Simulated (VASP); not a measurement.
# Si (Fd-3m) in VASP: a series of runs

The runs below take Si through single point, relaxation of cell and atoms, with r2SCAN, PBE, BLYP+D4.

Program: VASP 6.6.1. These are calculated values, not measurements. Logs are shortened: lines on timing, memory, paths and dates and some standing lists are left out, and cuts for length are marked.

### 1 Starting point

It takes space group Fd-3m (No. 227, cubic). The conventional cell has a = 5.444 Å, b = 5.444 Å, c = 5.444 Å, α = 90.00°, β = 90.00°, γ = 90.00°. Around Si (site symmetry -43m) lie 4 Si at 2.36 Å.

### 2 Single point, r2SCAN

POSCAR reads:

```
Si
1.0
    0.0000000000      2.7218511865      2.7218511865
    2.7218511865      0.0000000000      2.7218511865
    2.7218511865      2.7218511865      0.0000000000
Si
2
Direct
    0.5000000000      0.5000000000      0.5000000000
    0.7500000000      0.7500000000      0.7500000000
```

INCAR.step1 reads:

```
ALGO = Normal
EDIFF = 1E-4
ENCUT = 520
GGA = PE
ISMEAR = -1
LASPH = T
LCHARG = F
LREAL = F
LWAVE = T
NBANDS = 11
NELM = 100
PREC = Accurate
SIGMA = 0.15
```

INCAR.step2 reads:

```
ALGO = Normal
EDIFF = 1E-6
ENCUT = 520
ISIF = 2
ISMEAR = -1
ISTART = 1
LASPH = T
LCHARG = F
LMIXTAU = T
LREAL = F
LWAVE = F
METAGGA = R2SCAN
NBANDS = 11
NELM = 100
PREC = Accurate
SIGMA = 0.15
```

KPOINTS reads:

```
k-points
0
Gamma
  8 8 8
```

Potentials or basis: VASP PAW PBE potentials, release 64 (Si).

Run with:

```console
$ cat potpaw_PBE.64/Si/POTCAR > POTCAR
$ cp INCAR.step1 INCAR
$ mpirun -np 1 vasp_std > vasp.out
$ cp INCAR.step2 INCAR
$ mpirun -np 1 vasp_std > vasp.out
```

OUTCAR:

```text
EDIFF = 1E-6
   ENCUT = 520
   ISIF = 2
   ISMEAR = -1
   ISTART = 1
   LASPH = T
   LREAL = F
   METAGGA = R2SCAN
   NELM = 100
   PREC = Accurate

 ion  position               nearest neighbor table
   1  0.500  0.500  0.500-   2 2.36   2 2.36   2 2.36   2 2.36
   2  0.750  0.750  0.750-   1 2.36   1 2.36   1 2.36   1 2.36

  LATTYP: Found a face centered cubic cell.
 ALAT       =     5.4437023730

  Lattice vectors:

 A1 = (   0.0000000000,   2.7218511865,   2.7218511865)
 A2 = (   2.7218511865,   0.0000000000,   2.7218511865)
 A3 = (   2.7218511865,   2.7218511865,   0.0000000000)

Analysis of symmetry for initial positions (statically):
=====================================================================
 Subroutine PRICEL returns:
 Original cell was already a primitive cell.

 Routine SETGRP: Setting up the symmetry group for a
 face centered cubic supercell.

 Subroutine GETGRP returns: Found 48 space group operations
 (whereof 24 operations were pure point group operations)
 out of a pool of 48 trial point group operations.

The static configuration has the point symmetry T_d .
 The point group associated with its full space group is O_h .

Analysis of symmetry for dynamics (positions and initial velocities):
=====================================================================
 Subroutine PRICEL returns:
 Original cell was already a primitive cell.

 Routine SETGRP: Setting up the symmetry group for a
 face centered cubic supercell.

 Subroutine GETGRP returns: Found 48 space group operations
 (whereof 24 operations were pure point group operations)
 out of a pool of 48 trial point group operations.

The dynamic configuration has the point symmetry T_d .
 The point group associated with its full space group is O_h .

 Subroutine INISYM returns: Found 48 space group operations
 (whereof 24 operations are pure point group operations),
 and found     1 'primitive' translations

----------------------------------------------------------------------------------------

                                     Primitive cell

  volume of cell :      40.3295

  direct lattice vectors                    reciprocal lattice vectors
     0.000000000  2.721851186  2.721851186    -0.183698507  0.183698507  0.183698507
     2.721851186  0.000000000  2.721851186     0.183698507 -0.183698507  0.183698507
     2.721851186  2.721851186  0.000000000     0.183698507  0.183698507 -0.183698507

  length of vectors
     3.849278863  3.849278863  3.849278863     0.318175148  0.318175148  0.318175148

  position of ions in fractional coordinates (direct lattice)
     0.500000000  0.500000000  0.500000000
     0.750000000  0.750000000  0.750000000

  ion indices of the primitive-cell ions
   primitive index   ion index
                 1           1
                 2           2

----------------------------------------------------------------------------------------

 KPOINTS: k-points

Automatic generation of k-mesh.
 Grid dimensions read from file:
 generate k-points for:    8    8    8

 Generating k-lattice:

  Cartesian coordinates                     Fractional coordinates (reciprocal lattice)
    -0.022962313  0.022962313  0.022962313     0.125000000  0.000000000  0.000000000
     0.022962313 -0.022962313  0.022962313     0.000000000  0.125000000  0.000000000
     0.022962313  0.022962313 -0.022962313     0.000000000  0.000000000  0.125000000

  Length of vectors
     0.039771893  0.039771893  0.039771893

  Shift w.r.t. Gamma in fractional coordinates (k-lattice)
     0.000000000  0.000000000  0.000000000

 Subroutine IBZKPT returns following result:
 ===========================================

 Found     29 irreducible k-points:

 Following reciprocal coordinates:
            Coordinates               Weight
  0.000000  0.000000  0.000000      1.000000
  0.125000  0.000000  0.000000      8.000000
  0.250000  0.000000  0.000000      8.000000
  0.375000  0.000000  0.000000      8.000000
  0.500000  0.000000  0.000000      4.000000
  0.125000  0.125000  0.000000      6.000000
[... 16 lines left out ...]
  0.500000  0.250000  0.125000     48.000000
 -0.375000  0.250000  0.125000     24.000000
 [... further k-points ...]
   k-points           NKPTS =     29   k-points in BZ     NKDIM =     29   number of bands    NBANDS=     11
   number of dos      NEDOS =    301   number of ions     NIONS =      2
   total plane-waves  NPLWV =  27000
   dimension x,y,z NGX =    30 NGY =   30 NGZ =   30
   dimension x,y,z NGXF=    60 NGYF=   60 NGZF=   60
   ions per type =               2
   NGX,Y,Z   is equivalent  to a cutoff of  12.96, 12.96, 12.96 a.u.
   NGXF,Y,Z  is equivalent  to a cutoff of  25.91, 25.91, 25.91 a.u.
 SYSTEM =  unknown system
   PREC   = accura    normal or accurate (medium, high low for compatibility)
   ISTART =      1    job   : 0-new  1-cont  2-samecut
   ICHARG =      0    charge: 1-file 2-atom 10-const
   ISPIN  =      1    spin polarized calculation?
[... 65 lines left out ...]
      3       5.6650      1.83836
      4       5.6650      1.83836
      5       8.4203      0.00000
      6       8.4203      0.00000
      7       8.4203      0.00000
      8       9.5657      0.00000
      9      13.7882      0.00000
     10      13.7882      0.00000
     11      14.3354      0.00000

 k-point     2 :       0.1250    0.0000    0.0000
  band No.  band energies     occupation
      1      -6.5966      2.00000
      2       4.0319      2.00000
      3       5.3620      1.97694
      4       5.3620      1.97694
      5       8.4483      0.00000
      6       8.8668      0.00000
      7       8.8668      0.00000
      8      10.8784      0.00000
      9      13.3127      0.00000
     10      13.3127      0.00000
     11      15.1232      0.00000

 k-point     3 :       0.2500    0.0000    0.0000
  band No.  band energies     occupation
      1      -5.9737      2.00000
      2       1.6082      2.00000
      3       4.8650      1.99915
      4       4.8650      1.99915
      5       8.0092      0.00000
      6       9.4184      0.00000
      7       9.4184      0.00000
      8      13.1609      0.00000
      9      13.2901      0.00000
     10      13.2901      0.00000
     11      15.3450      0.00000

 k-point     4 :       0.3750    0.0000    0.0000
  band No.  band energies     occupation
      1      -5.0402      2.00000
      2      -0.5017      2.00000
      3       4.5178      1.99992
      4       4.5178      1.99992
      5       7.6507      0.00004
      6       9.3697      0.00000
      7       9.3697      0.00000
      8      14.1487      0.00000
      9      14.7571      0.00000
     10      14.7571      0.00000
     11      16.0737      0.00000

 k-point     5 :       0.5000    0.0000    0.0000
  band No.  band energies     occupation
      1      -4.3762      2.00000
      2      -1.5678      2.00000
      3       4.3987      1.99996
      4       4.3987      1.99996
      5       7.5230      0.00009
      6       9.2562      0.00000
      7       9.2562      0.00000
      8      13.9929      0.00000
      9      16.8087      0.00000
     10      16.8087      0.00000
     11      17.7404      0.00000
[... 211 lines left out ...]
 k-point    21 :       0.5000    0.5000    0.0000
  band No.  band energies     occupation
      1      -2.4689      2.00000
      2      -2.4689      2.00000
      3       2.6729      2.00000
      4       2.6729      2.00000
      5       6.5996      0.04379
      6       6.5996      0.04379
      7      16.4821      0.00000
      8      16.4821      0.00000
      9      17.2611      0.00000
     10      17.2611      0.00000
     11      18.8682      0.00000

 k-point    22 :       0.3750    0.2500    0.1250
  band No.  band energies     occupation
      1      -5.4193      2.00000
      2       1.2313      2.00000
      3       2.8537      2.00000
      4       4.1750      1.99999
      5       8.3554      0.00000
      6       9.9287      0.00000
      7      10.1819      0.00000
      8      11.5388      0.00000
      9      13.9653      0.00000
     10      16.5796      0.00000
     11      17.5061      0.00000

 k-point    23 :       0.5000    0.2500    0.1250
  band No.  band energies     occupation
      1      -4.4908      2.00000
      2      -0.3947      2.00000
      3       2.2286      2.00000
      4       3.6519      2.00000
      5       8.8232      0.00000
      6       9.5304      0.00000
      7      11.0738      0.00000
      8      12.0038      0.00000
      9      15.2592      0.00000
     10      16.0334      0.00000
     11      18.4004      0.00000

 k-point    24 :      -0.3750    0.2500    0.1250
  band No.  band energies     occupation
      1      -3.8106      2.00000
      2      -1.3818      2.00000
      3       2.0973      2.00000
      4       3.4113      2.00000
      5       9.0430      0.00000
      6       9.0774      0.00000
      7      11.9841      0.00000
      8      13.2561      0.00000
      9      13.5753      0.00000
     10      16.8964      0.00000
     11      18.0947      0.00000

 [... further k-points ...]

------------------------ aborting loop because EDIFF is reached ----------------------------------------

  FORCE on cell =-STRESS in cart. coord.  units (eV):
  Direction    XX          YY          ZZ          XY          YZ          ZX
  --------------------------------------------------------------------------------------
  -------------------------------------------------------------------------------------
  Total       -0.0540842     -0.0540842     -0.0540842      0.0000000      0.0000000     -0.0000000
  in kB       -2.1486095     -2.1486095     -2.1486095      0.0000000      0.0000000     -0.0000000
  external PRESSURE =      -2.1486095 kB  Pullay stress =       0.0000000 kB

 VOLUME and BASIS-vectors are now :
 -----------------------------------------------------------------------------
  energy-cutoff  :      520.00
  volume of cell :       40.33
      direct lattice vectors                 reciprocal lattice vectors
     0.000000000  2.721851186  2.721851186    -0.183698507  0.183698507  0.183698507
     2.721851186  0.000000000  2.721851186     0.183698507 -0.183698507  0.183698507
     2.721851186  2.721851186  0.000000000     0.183698507  0.183698507 -0.183698507

 POSITION                                       TOTAL-FORCE (eV/Angst)
 -----------------------------------------------------------------------------------
      2.72185      2.72185      2.72185         0.000000      0.000000     -0.000000
      4.08278      4.08278      4.08278        -0.000000     -0.000000      0.000000
 -----------------------------------------------------------------------------------
    total drift:                                0.000000     -0.000000     -0.000000

  FREE ENERGIE OF THE ION-ELECTRON SYSTEM (eV)
  ---------------------------------------------------
  free  energy   TOTEN  =       -17.5478474962 eV

  energy  without entropy=      -17.5445311538  energy(sigma->0) =      -17.54618932
```

It took 26 s on 1 thread of Intel Xeon Platinum 8559C (Emerald Rapids), shared host; peak memory 0.16 GiB.

What came out:

| Item | Value |
| --- | --- |
| Free energy | -17.5478 eV |
| Pressure | -0.2 GPa |
| Band gap on the k mesh | 0.83 eV, indirect (least direct gap 2.76 eV) |

Caveat: the PAW data sets were made with another functional, which shifts forces and pressure a little.

### 3 Relaxation of cell and atoms, r2SCAN

POSCAR is that of step 2.

INCAR.step1 reads:

```
  PREC = Accurate
  ENCUT = 600
  ISMEAR = -1
  SIGMA = 0.15
  LREAL = False
  LASPH = True
  NELM = 60
  GGA = PE
  ALGO = Normal
  EDIFF = 1E-4
  LWAVE = True
  LCHARG = False
```

INCAR.step2 reads:

```
  PREC = Accurate
  ENCUT = 600
  EDIFF = 1E-7
  ISMEAR = -1
  SIGMA = 0.15
  LREAL = False
  LASPH = True
  NELM = 60
  ALGO = Normal
  ISIF = 3
  LWAVE = False
  LCHARG = False
  METAGGA = R2SCAN
  LMIXTAU = True
  IBRION = 2
  NSW = 80
  EDIFFG = -0.02
  ISTART = 1
```

KPOINTS reads:

```
regular mesh
0
Gamma
  8 8 8
```

Potentials or basis: VASP PAW PBE potentials, release 64 (Si).

Run with:

```console
$ cat potpaw_PBE.64/Si/POTCAR > POTCAR
$ cp INCAR.step1 INCAR
$ mpirun -np 1 vasp_std > vasp.out
$ cp INCAR.step2 INCAR
$ mpirun -np 1 vasp_std > vasp.out
```

Wall time 45 s (1 thread of Intel Xeon Platinum 8559C (Emerald Rapids), shared host); peak memory 0.18 GiB.

Results (log left out):

* Free energy: -17.5476 eV
* Relaxed volume: 20.12 Å³/atom
* Relaxed cell: a = 3.846 Å, b = 3.846 Å, c = 3.846 Å, α = 60.00°, β = 60.00°, γ = 60.00°
* Space group after relaxing (to 0.05 Å): Fd-3m (No. 227)
* Energy gained by relaxing: 0.0 meV/atom
* Ionic steps: 3
* Pressure after relaxing: 0.0 GPa
* Band gap on the k mesh: 0.82 eV, indirect (least direct gap 2.76 eV)

Final structure:
```xyz
2
Lattice="0.0000 2.7198 2.7198 2.7198 0.0000 2.7198 2.7198 2.7198 0.0000" Properties=species:S:1:pos:R:3 pbc="T T T"
Si    2.7198    2.7198    2.7198
Si    4.0797    4.0797    4.0797
```

Levels at points of the mesh, in eV from the valence-band top:
```tsv
k point	band 1	band 2	band 3	band 4	band 5	band 6	band 7	band 8
(0.00, 0.00, 0.00)	-12.49	0.00	0.00	0.00	2.76	2.76	2.76	3.93
(0.50, 0.00, 0.00)	-10.05	-7.24	-1.27	-1.27	1.87	3.59	3.59	8.33
(0.50, 0.50, 0.00)	-8.14	-8.14	-3.00	-3.00	0.93	0.93	10.84	10.84
```

Caveat: the PAW data sets were made with another functional, which shifts forces and pressure a little.

### 4 Single point, PBE

INCAR reads:

```
SYSTEM = Si
ALGO     = Fast           ! electronic algorithm
EDIFF    = 1E-6           ! SCF threshold, eV
ENCUT    = 520            ! plane-wave cutoff, eV
GGA      = PE             ! functional
ISIF     = 2              ! what is computed and relaxed
ISMEAR   = -1             ! smearing method
LASPH    = .TRUE.         ! aspherical terms in the spheres
LCHARG   = .FALSE.        ! write CHGCAR
LREAL    = .FALSE.        ! projectors in reciprocal space
LWAVE    = .FALSE.        ! write WAVECAR
NBANDS   = 11             ! bands
NELM     = 100            ! most SCF steps
PREC     = Accurate       ! precision mode
SIGMA    = 0.03           ! smearing width, eV
```

KPOINTS reads:

```
k-points
0
G
  5 5 5
  0 0 0
```

POSCAR is that of step 3.

Run with:

```console
$ cat potpaw_PBE.64/Si/POTCAR > POTCAR
$ mpirun -np 1 vasp_std > vasp.out
```

It took 4.1 s on 1 thread of Intel Xeon Platinum 8559C (Emerald Rapids), shared host; peak memory 0.14 GiB.

Results (log left out):

| Property | Result |
| --- | --- |
| Free energy | -10.7837 eV |
| Pressure | 1.5 GPa |
| Band gap on the k mesh | 0.59 eV, indirect (least direct gap 2.56 eV) |

Levels at points of the mesh, in eV from the valence-band top:
| k point | band 1 | band 2 | band 3 | band 4 | band 5 | band 6 | band 7 | band 8 |
| --- | --- | --- | --- | --- | --- | --- | --- | --- |
| (0.00, 0.00, 0.00) | -11.91 | 0.00 | 0.00 | 0.00 | 2.56 | 2.56 | 2.56 | 3.29 |

Caveat: an odd mesh through Γ misses points on the zone boundary, where band edges often lie.

### 5 Single point, BLYP+D4

INCAR reads:

```
AGGAC = 1.0
AGGAX = 1.0
ALDAC = 0.0
ALDAX = 1.0
ALGO = Normal
EDIFF = 1E-7
ENCUT = 520
GGA = B5
ISIF = 2
ISMEAR = 0
IVDW = 13
LASPH = T
LCHARG = F
LREAL = F
LWAVE = F
NBANDS = 11
NELM = 80
PREC = Accurate
SIGMA = 0.01
VDW_A1 = 0.44488865
VDW_A2 = 4.0933009
VDW_S6 = 1.0
VDW_S8 = 2.34076671
```

KPOINTS reads:

```
k-points
0
Gamma
  6 6 6
```

POSCAR reads:

```
Si
1.0
    0.0000000000      2.7218511865      2.7218511865
    2.7218511865      0.0000000000      2.7218511865
    2.7218511865      2.7218511865      0.0000000000
Si
2
Direct
    0.5151128432      0.4679582386      0.5445672924
    0.7650591568      0.7179867614      0.7945947076
```

Run with:

```console
$ cat potpaw_PBE.64/Si/POTCAR > POTCAR
$ mpirun -np 1 vasp_std > vasp.out
```

It took 19 s on 1 thread of Intel Xeon Platinum 8559C (Emerald Rapids), shared host; peak memory 0.17 GiB.

Results (log left out):

```
Free energy                : -10.7017 eV
Pressure                   : -0.8 GPa
Band gap on the k mesh     : 0.95 eV, indirect (least direct gap 2.70 eV)
Dispersion energy per atom : -0.629 eV
```

Forces on the atoms (eV/Å):
```
Si   0.002 -0.001 -0.001
Si  -0.002  0.001  0.001
```

Levels at points of the mesh, in eV from the valence-band top:
```
           k point  band 1  band 2  band 3  band 4  band 5  band 6  band 7  band 8
(0.00, 0.00, 0.00)  -11.83    0.00    0.00    0.00    2.70    2.70    2.70    3.24
(0.50, 0.00, 0.00)   -9.55   -6.83   -1.17   -1.17    1.61    3.52    3.53    8.06
(0.00, 0.50, 0.00)   -9.55   -6.83   -1.17   -1.17    1.61    3.52    3.53    8.06
(0.50, 0.50, 0.50)   -9.55   -6.83   -1.17   -1.17    1.61    3.52    3.53    8.06
(0.50, 0.50, 0.00)   -7.75   -7.75   -2.76   -2.76    0.96    0.96   10.10   10.10
(0.00, 0.50, 0.50)   -7.75   -7.75   -2.76   -2.76    0.96    0.96   10.10   10.10
```

Caveat: the PAW data sets were made with another functional, which shifts forces and pressure a little.

### 6 Summary

| task | level | cell | k mesh | cutoff (eV) | smearing | gap on the mesh (eV) | pressure (GPa) |
| --- | --- | --- | --- | --- | --- | --- | --- |
| single point | r2SCAN | as given | 8 × 8 × 8 | 520 | fermi-dirac 0.15 eV | 0.83 | -0.2 |
| relaxation of cell and atoms | r2SCAN | relaxed | 8 × 8 × 8 | 600 | fermi-dirac 0.15 eV | 0.82 | 0.0 |
| single point | PBE | as given | 5 × 5 × 5 | 520 | fermi-dirac 0.03 eV | 0.59 | 1.5 |
| single point | BLYP+D4 | as given | 6 × 6 × 6 | 520 | gaussian 0.01 eV | 0.95 | -0.8 |

Alike in all rows: potentials or basis VASP PAW PBE potentials, release 64 (Si); no spin polarisation.

On the cell as given the gap runs from 0.59 eV (PBE) to 0.95 eV (BLYP+D4); the meshes differ, which moves gaps too. The pressure there spans -0.8 GPa (BLYP+D4) to 1.5 GPa (PBE); a positive pressure means that this level wants a larger cell, a negative one a smaller.

Caveats: the PAW data sets were made with another functional, which shifts forces and pressure a little (some runs); an odd mesh through Γ misses points on the zone boundary, where band edges often lie (some runs).

Total energies depend on the potentials used, so only differences within one code and one set of settings carry meaning.
